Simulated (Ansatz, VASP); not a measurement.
Given: the input of a run of VASP 6.6.1 on HgTe.

File INCAR:

```
PREC = Accurate
ENCUT = 520
EDIFF = 1E-6
ISMEAR = 0
SIGMA = 0.02
LREAL = F
LASPH = T
NELM = 60
ALGO = Normal
ISIF = 2
LWAVE = F
LCHARG = F
GGA = PE
NBANDS = 16
```

The input KPOINTS:

```
Automatic mesh
0
Gamma
  10 10 10
```

File POSCAR:

```
HgTe
1.0
   -3.0456030000      3.0456030000      1.5594100000
    3.0456030000     -3.0456030000      1.5594100000
    3.0456030000      3.0456030000     -1.5594100000
Hg Te
1 1
Direct
    0.7500000000      0.2500000000      0.5000000000
    0.0000000000      0.0000000000      0.0000000000
```

Potentials or basis: VASP PAW PBE potentials, release 64 (Hg, Te).

Launch:

```sh
$ cat potpaw_PBE.64/Hg/POTCAR potpaw_PBE.64/Te/POTCAR > POTCAR
$ mpirun -np 1 vasp_std > vasp.out
```

Translate it to Ansatz 0.2.0. Potentials there: all-electron LAPW, scalar-relativistic.

As run (the cutoff follows the program's own potentials):

The input input.yaml:

```yaml
crystal:
  lattice:
    - [-3.045603, 3.045603, 1.55941]
    - [3.045603, -3.045603, 1.55941]
    - [3.045603, 3.045603, -1.55941]
  atoms:
    - { symbol: Hg, position: [0.75, 0.25, 0.5] }
    - { symbol: Te, position: [0.0, 0.0, 0.0] }
kpoints:
  mp_grid: { grid: [10, 10, 10] }
scf:
  occupations: { method: gaussian, width: 0.02 }
hamiltonian:
  xc: pbe
  pseudopotentials: { kind: all_electron, lapw: { basis_error: 0.001 } }
output:
  forces: true
  stress: true
  eigenvalues: true
```

Potentials or basis: all-electron LAPW, scalar-relativistic.

Run with:

```sh
$ ansatz run input.yaml --threads 1 --pin off --max-ram 3072MiB --backend cpu --events-out ev --progress --plain --runs-dir out
```

Both were run:

|  | VASP | Ansatz | Ansatz less VASP |
| --- | --- | --- | --- |
| gap on the k mesh at the Fermi level (eV) | none | none | - |
| pressure (GPa) | 0.1 | 0.0 | -0.07 |
| largest component of the traceless stress (GPa) | 3.35 | 3.32 | -0.033 |

A gap of «none» marks a metal or a gap that the smearing closes. Ansatz ran all-electron here, so the differences hold the error of VASP's frozen core and of both bases.

Spin-orbit coupling is left out, which matters for the levels of Hg, Te.
